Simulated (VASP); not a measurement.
Computed with PBE GGA, VASP's PBE PAW potentials (set 64) (plane waves; VASP).

VASP ran on this input.

INCAR:
```
ALGO = Normal
EDIFF = 1E-6
ENCUT = 400
GGA = PE
ISIF = 2
ISMEAR = 0
KGAMMA = .True.
KSPACING = 0.35
LASPH = .True.
LCHARG = .False.
LMAXMIX = 4
LREAL = .False.
LWAVE = .False.
NELM = 100
PREC = Accurate
SIGMA = 0.05
SYSTEM = CsBr
```

POSCAR:
```
CsBr
1
    4.3758000000     0.0000000000     0.0000000000
    0.0000000000     4.3758000000     0.0000000000
    0.0000000000     0.0000000000     4.3758000000
Cs Br
1 1
Direct
  0.0000000000   0.0000000000   0.0000000000
  0.5000000000   0.5000000000   0.5000000000
```

POTCAR, in this order: Cs_sv Br (PBE.64 set). Program: vasp_std.

What VASP printed:

### OSZICAR
```
       N       E                     dE             d eps       ncg     rms          rms(c)
DAV:   1     0.839299082068E+02    0.83930E+02   -0.57118E+03   240   0.919E+02
DAV:   2    -0.476088500101E+00   -0.84406E+02   -0.77821E+02   364   0.161E+02
DAV:   3    -0.625014669851E+01   -0.57741E+01   -0.57554E+01   292   0.492E+01
DAV:   4    -0.630347291390E+01   -0.53326E-01   -0.53311E-01   288   0.570E+00
DAV:   5    -0.630390611434E+01   -0.43320E-03   -0.43318E-03   300   0.501E-01    0.180E+00
DAV:   6    -0.606042648018E+01    0.24348E+00   -0.36587E-01   268   0.304E+00    0.111E+00
DAV:   7    -0.601999295680E+01    0.40434E-01   -0.18134E-01   300   0.217E+00    0.604E-01
DAV:   8    -0.602284585828E+01   -0.28529E-02   -0.12589E-02   276   0.801E-01    0.998E-02
DAV:   9    -0.602325082799E+01   -0.40497E-03   -0.24816E-03   276   0.295E-01    0.805E-02
DAV:  10    -0.602330563493E+01   -0.54807E-04   -0.18032E-04   284   0.107E-01    0.103E-02
DAV:  11    -0.602331075936E+01   -0.51244E-05   -0.33356E-05   292   0.341E-02    0.461E-03
DAV:  12    -0.602331077953E+01   -0.20166E-07   -0.73135E-06   288   0.166E-02
   1 F= -.60233108E+01 E0= -.60233108E+01  d E =-.892163E-14
```

File OUTCAR:
```
------------------------ aborting loop because EDIFF is reached ----------------------------------------
  FORCE on cell =-STRESS in cart. coord.  units (eV):
  Direction    XX          YY          ZZ          XY          YZ          ZX
  --------------------------------------------------------------------------------------
  Total        0.0671410      0.0671410      0.0671410     -0.0000000     -0.0000000     -0.0000000
  in kB        1.2838851      1.2838851      1.2838851     -0.0000000     -0.0000000     -0.0000000
  external PRESSURE =       1.2838851 kB  Pullay stress =       0.0000000 kB
  volume of cell :       83.79
      direct lattice vectors                 reciprocal lattice vectors
     4.375800000  0.000000000  0.000000000     0.228529640  0.000000000  0.000000000
     0.000000000  4.375800000  0.000000000     0.000000000  0.228529640  0.000000000
     0.000000000  0.000000000  4.375800000     0.000000000  0.000000000  0.228529640
 POSITION                                       TOTAL-FORCE (eV/Angst)
 -----------------------------------------------------------------------------------
      0.00000      0.00000      0.00000         0.000000      0.000000      0.000000
      2.18790      2.18790      2.18790         0.000000      0.000000      0.000000
 -----------------------------------------------------------------------------------
    total drift:                                0.000000      0.000000     -0.000000
  FREE ENERGIE OF THE ION-ELECTRON SYSTEM (eV)
  ---------------------------------------------------
  free  energy   TOTEN  =        -6.0233107795 eV

  energy  without entropy=       -6.0233107795  energy(sigma->0) =       -6.02331078
```
(Selected blocks of OUTCAR.)

### OUTCAR
```
 val. band max:       -0.6063529207   @ k =   0.0000   0.0000   0.0000

 cond. band min:       3.6911388273   @ k =   0.0000   0.0000   0.0000


 Fermi energy:        -0.3548204701

 k-point     1 :       0.0000    0.0000    0.0000
  band No.  band energies     occupation
      1     -20.4659      2.00000
      2     -12.8885      2.00000
      3      -7.0845      2.00000
      4      -7.0845      2.00000
      5      -7.0845      2.00000
      6      -0.6064      2.00000
      7      -0.6064      2.00000
      8      -0.6064      2.00000
      9       3.6911      0.00000
     10       4.3742      0.00000
     11       4.3742      0.00000
     12       8.3276      0.00000

 k-point     2 :       0.2000    0.0000    0.0000
  band No.  band energies     occupation
      1     -20.4519      2.00000
      2     -12.8897      2.00000
      3      -7.2106      2.00000
      4      -7.0561      2.00000
      5      -7.0561      2.00000
      6      -1.0967      2.00000
      7      -0.6614      2.00000
      8      -0.6614      2.00000
      9       4.5323      0.00000
     10       4.6120      0.00000
     11       5.1448      0.00000
     12       8.1424      0.00000

 k-point     3 :       0.4000    0.0000    0.0000
  band No.  band energies     occupation
      1     -20.4290      2.00000
      2     -12.8930      2.00000
      3      -7.3957      2.00000
      4      -7.0091      2.00000
      5      -7.0091      2.00000
      6      -1.7063      2.00000
      7      -0.7541      2.00000
      8      -0.7541      2.00000
      9       5.1674      0.00000
     10       6.0550      0.00000
     11       6.5827      0.00000
     12       8.0109      0.00000

 k-point     4 :       0.2000    0.2000    0.0000
  band No.  band energies     occupation
      1     -20.4385      2.00000
      2     -12.8796      2.00000
      3      -7.2622      2.00000
      4      -7.1584      2.00000
      5      -7.0311      2.00000
      6      -1.1965      2.00000
...
```

Unless said otherwise, spin-orbit coupling is left out, though it shifts the bands of the heavy elements here.

The compound is CsBr in the CsCl type structure. The cell was not relaxed at this level. The run is one of a series of settings (KGAMMA = .TRUE., KSPACING = 0.35, KPOINTS file removed against the base run), some of them coarse on purpose.
